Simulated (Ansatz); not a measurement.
# Bi (Im-3m) in Ansatz: notebook

Runs on Bi. Level: PBE. Tasks: single point.

Program: Ansatz 0.2.0. These are calculated values, not measurements. Logs are shortened: lines on timing, memory, paths and dates and some standing lists are left out, and cuts for length are marked.

## (1) Starting point

It takes space group Im-3m (No. 229, cubic). The conventional cell has a = 3.963 Å, b = 3.963 Å, c = 3.963 Å, α = 90.00°, β = 90.00°, γ = 90.00°. Bi (site symmetry m-3m) has 8 Bi at 3.43 Å as nearest neighbours.

This isn't the form of Bi at room conditions, which is rhombohedral.

## (2) Single point, PBE

input.yaml

```yaml
crystal:
  lattice:
    - [-1.9814305318, 1.9814305318, 1.9814305318]
    - [1.9814305318, -1.9814305318, 1.9814305318]
    - [1.9814305318, 1.9814305318, -1.9814305318]
  atoms:
    - { symbol: Bi, position: [0.0, 0.0, 0.0] }
hamiltonian:
  xc: pbe
  pseudopotentials: { kind: paw }
kpoints:
  mp_grid: { grid: [9, 9, 9] }
scf:
  occupations: { method: fermi_dirac, width: 0.05 }
basis:
  ecutwfc: "300 eV"
output:
  forces: true
  stress: true
  eigenvalues: true
```

Potentials or basis: Ansatz PAW.

Run with:

```console
> ansatz run input.yaml --threads 2 --pin off --max-ram 5120MiB --backend cpu --events-out ev --progress --plain --runs-dir out
```

Standard output:

```text
Warning: basis.ecutwfc = 300 eV is below the records' recommended 420 eV, and the density's cutoff is lower with it unless basis.ecutrho_ratio is high enough to keep the records' density cutoff: compare with a run at a higher cutoff
Warning: RAYON_NUM_THREADS=2 ignored (pool sized by the plan → 2); use --threads N
Engine: ansatz 0.2.0, aarch64-unknown-linux-gnu
Pseudopotentials: kind: paw
Pseudopotential: Bi, paw, valence charge 15, recommended cutoff 420 eV (normal), Bi.paw.azcp
Functional definition: PBE
  parameter kappa = 0.804
  parameter beta = 0.06672455060314922
  exchange = pbe_x(kappa = kappa, mu = beta*pi^2/3)
  correlation = pbe_c(beta = beta)
Crystal: 1 atoms, lattice volume = 31.117 Å³
Basis set: ecut = 300 eV, 369 PW (Γ), exchange–correlation on 40×40×40 points (8 copies of the dense FFT grid, shifted against one another)
Bands: 12, of which v1, the nominal top of the filled ones, is band 8 counted from 1 (7 counted from 0)
Symmetry: 48 space group operations
Space group: Im-3m (ITA 229), of the structure as read, at distance tolerance 3.1e-5 Å
k-points: 35 of 729
Non-local potential: Bi, projectors of the file, l = 0: 2, l = 1: 2, l = 2: 2, l = 3: 2
PAW form: soft (Blöchl's): semilocal exchange-correlation on the pseudo side does not see the compensation charge
PAW one-centre angular grid: Bi, 590 points (default); XC on 64 Gauss nodes
Initial density: superposition of atomic densities (neutral atoms: chi_scale 0, normalization atom), corrected by the library's trained network
Initial wavefunctions: pseudopotential atomic-orbital guess
Functional: x = pbe(κ = 0.804, μ = 0.2195149727645171), c = pbe(β = 0.06672455060314922)
SCF iter   1: F=—  HF=-12396.346947 eV  |F-HF|=—  |Δ(HF+E_count)|=         —  Δρ=2.44e-3  dr2=5.09e-4  ethr=1.77e-3  ⟨swp⟩=5.6  Hψ=2323  notcnv=0
preconditioner: auto → Kerker (q_TF=auto, 2.416 Å⁻¹)  [metal: Δε(μ)=0.213 eV  Ē_g=24.151 eV  σ=0.050 eV  W_gap=0.49  n_scr=12 (ndim 8)  ℏωp=25.8 eV  f_vac=0.000  D(μ)=0.54/eV (n_scr^D=0)]
SCF iter   2: F=—  HF=-12396.346381 eV  |F-HF|=—  |Δ(HF+E_count)|=   5.66e-4  Δρ=1.47e-3  dr2=1.82e-4  ethr=3.39e-6  ⟨swp⟩=2.1  Hψ=962  notcnv=0
SCF iter   3: F=—  HF=-12396.346424 eV  |F-HF|=—  |Δ(HF+E_count)|=   4.29e-5  Δρ=3.90e-4  dr2=2.93e-5  ethr=1.22e-6  ⟨swp⟩=2.0  Hψ=669  notcnv=0
SCF iter   4: F=—  HF=-12396.346380 eV  |F-HF|=—  |Δ(HF+E_count)|=   4.36e-5  Δρ=2.41e-4  dr2=1.29e-5  ethr=1.95e-7  ⟨swp⟩=1.4  Hψ=470  notcnv=0
SCF iter   5: F=—  HF=-12396.346373 eV  |F-HF|=—  |Δ(HF+E_count)|=   7.08e-6  Δρ=4.62e-5  dr2=5.44e-7  ethr=8.58e-8  ⟨swp⟩=2.1  Hψ=642  notcnv=0
SCF iter   6: F=-12396.346373 eV  HF=-12396.346373 eV  |F-HF|=5.22e-8  |Δ(HF+E_count)|=   2.22e-7  Δρ=1.64e-5  dr2=5.65e-8  ethr=6.67e-10  ⟨swp⟩=6.5  Hψ=1995  notcnv=0
SCF 1 converged in 6 iterations: F = -12396.346373 eV  dr2 = 5.65e-8
SCF converged after 6 iterations
Free energy (F): -12396.346373 eV
Harris-Foulkes:  -12396.346373 eV  (|F-HF|=5.22e-8)
Internal energy: -12396.342252 eV  (E = F + TS)
E sigma→0 (E₀):  -12396.344312 eV
Entropy (-TS):   -0.004120 eV (-4.120 meV/atom)
Fermi energy:    11.787208 eV
--- Per-component energies (eV) ---
  E_band       = -82.297133
  E_kinetic    = 303.028086
  E_local      = -1398.444644  (includes V_loc(G=0)·N_el)
  E_nonlocal   = 558.693822
  E_hartree    = 442.364822
  E_xc         = -151.622472
  E_vxc        = -144.652428  (∫ρ·V_xc dr)
  E_paw        = -10662.694554  (= ΣΔE_a)
  E_vpaw       = -285.641133  (= ΣTr[D̂ρ^β])
  E_aug_tail   = -0.001469  (compensation charges beyond the density's cutoff)
  E_ewald      = -1487.665842
  E_smearing   = -0.004120  (= −TS)
  E_closure    = 0.000000  (closes the sum)
  Σ components = -12396.346373   (vs F -12396.346373, Δ=0.00e0)
--- Forces (eV/Å), atoms counted from 1 ---
  atom   1  Bi    -0.00000000     0.00000000    -0.00000000
  max |Σ_I F_I| component: 1.48e-31 eV/Å
--- Stress (GPa, compression-positive) ---
        0.980928      -0.000000      -0.000000
       -0.000000       0.980928      -0.000000
       -0.000000      -0.000000       0.980928
  P = ⅓ Tr σ = 0.9809 GPa (9.809 kbar)
--- Band table (eV; the first three rows and the last of 35) ---
  k-point 0: bands = ["-11.3148", "-11.3148", "-11.3148", "-11.1893", "-11.1893", "-1.7579", "16.8976", "16.8976", "16.8976", "20.8957", "22.2214", "22.2214"]
  k-point 1: bands = ["-11.3203", "-11.3053", "-11.2899", "-11.1939", "-11.1875", "-1.5330", "14.8847", "16.2512", "16.6951", "20.5550", "21.3061", "21.9674"]
  k-point 2: bands = ["-11.3308", "-11.2910", "-11.2264", "-11.2006", "-11.1875", "-0.8750", "11.7560", "15.0369", "16.1788", "19.1089", "20.3282", "22.1334"]
  k-point 34: bands = ["-11.3218", "-11.3173", "-11.1297", "-11.1297", "-11.1286", "3.2078", "9.7864", "10.0970", "10.0970", "15.3672", "15.9830", "26.7748"]
```

It took 0.43 s on 2 threads of Arm Neoverse V1, shared host; peak memory 0.25 GiB.

Results:

```yaml
Free_energy: -12396.3464 eV
Pressure: 1.0 GPa
Band_gap_on_the_k_mesh: none (metal or under the smearing width)
```

Caveat: the pressure holds a Pulay correction of +5.0 GPa for the finite cutoff; spin-orbit coupling is left out, which moves the levels of the heavy elements; the cutoff lies under the one recommended for these potentials.

## (3) Single point, PBE

input.yaml, as its differences from that of step 2:

```diff
@@ -11,7 +11,5 @@
 kpoints:
-  mp_grid: { grid: [9, 9, 9] }
+  mp_grid: { grid: [13, 13, 13] }
 scf:
   occupations: { method: fermi_dirac, width: 0.05 }
-basis:
-  ecutwfc: "300 eV"
 output:
```

Potentials or basis: Ansatz PAW.

Run with:

```console
> ansatz run input.yaml --threads 2 --pin off --max-ram 5120MiB --backend cpu --events-out ev --progress --plain --runs-dir out
```

It took 0.98 s on 2 threads of Arm Neoverse V1, shared host; peak memory 0.29 GiB.

The run converged. Its results:

| Property | Result |
| --- | --- |
| Free energy | -12396.4231 eV |
| Pressure | 1.1 GPa |
| Band gap on the k mesh | none (metal or under the smearing width) |

Levels at points of the mesh, in eV from the Fermi level:
```tsv
k point	band 3	band 4	band 5	band 6	band 7	band 8	band 9	band 10	band 11	band 12
(0.00, 0.00, 0.00)	-23.01	-22.88	-22.88	-13.48	5.15	5.15	5.15	9.18	10.49	10.49
```

Caveat: spin-orbit coupling is left out, which moves the levels of the heavy elements.
